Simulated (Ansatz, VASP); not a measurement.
**Two plane-wave programs on C**

Contents of INCAR:

```
PREC = Accurate ; ENCUT = 520
EDIFF = 1E-6 ; ISMEAR = -1
SIGMA = 0.02 ; LREAL = False
LASPH = True ; NELM = 100
ALGO = Normal ; ISIF = 2
LWAVE = False ; LCHARG = False
NBANDS = 16
```

KPOINTS

```
Automatic mesh
0
Gamma
  15 15 5
```

POSCAR

```
C
1.0
    1.2280479700     -2.1270618200      0.0000000000
    1.2280479700      2.1270618200      0.0000000000
    0.0000000000      0.0000000000      7.1732677600
C
4
Direct
    0.9166205400      0.0833794600      0.7531376000
    0.4166205400      0.5833794600      0.2468624000
    0.0833794600      0.9166205400      0.2468624000
    0.5833794600      0.4166205400      0.7531376000
```

Input for Ansatz:

```yaml
crystal:
  lattice:
    - [1.22804797, -2.12706182, 0.0]
    - [1.22804797, 2.12706182, 0.0]
    - [0.0, 0.0, 7.17326776]
  atoms:
    - { symbol: C, position: [0.91662054, 0.08337946, 0.7531376] }
    - { symbol: C, position: [0.41662054, 0.58337946, 0.2468624] }
    - { symbol: C, position: [0.08337946, 0.91662054, 0.2468624] }
    - { symbol: C, position: [0.58337946, 0.41662054, 0.7531376] }
hamiltonian:
  xc: lda
kpoints:
  mp_grid: { grid: [15, 15, 5] }
scf:
  occupations: { method: fermi_dirac, width: 0.02 }
  convergence: { dr2_threshold: 1.0e-09 }
basis:
  ecutwfc: 600
output:
  eigenvalues: true
  forces: true
  stress: true
```

This is a stacking variant of graphite.

Alike in both runs: task single point; functional LDA; k mesh 15 × 15 × 5; occupations fermi-dirac, width 0.02 eV; no spin polarisation.

|  | VASP | Ansatz |
| --- | --- | --- |
| version | VASP 6.6.1 | Ansatz 0.2.0 |
| potentials or method | VASP PAW LDA potentials, release 64 (C) | scalar-relativistic, plane waves, PAW |
| plane-wave cutoff (eV) | 520 | 600 |
| valence electrons in the cell | 16 | 16 |

|  | VASP | Ansatz | Ansatz less VASP |
| --- | --- | --- | --- |
| pressure (GPa) | -3.2 | -3.9 | -0.74 |
| largest component of the traceless stress (GPa) | 1.90 | 2.77 | +0.874 |
| rms of the force components (eV/Å) | 0.016 | 0.016 | 0.0000 |

Atom by atom the forces differ by 0.000 eV/Å (rms over components). Ansatz warned: «stress_scf_threshold_loose».

Caveats: an odd mesh through Γ misses points on the zone boundary, where band edges often lie.
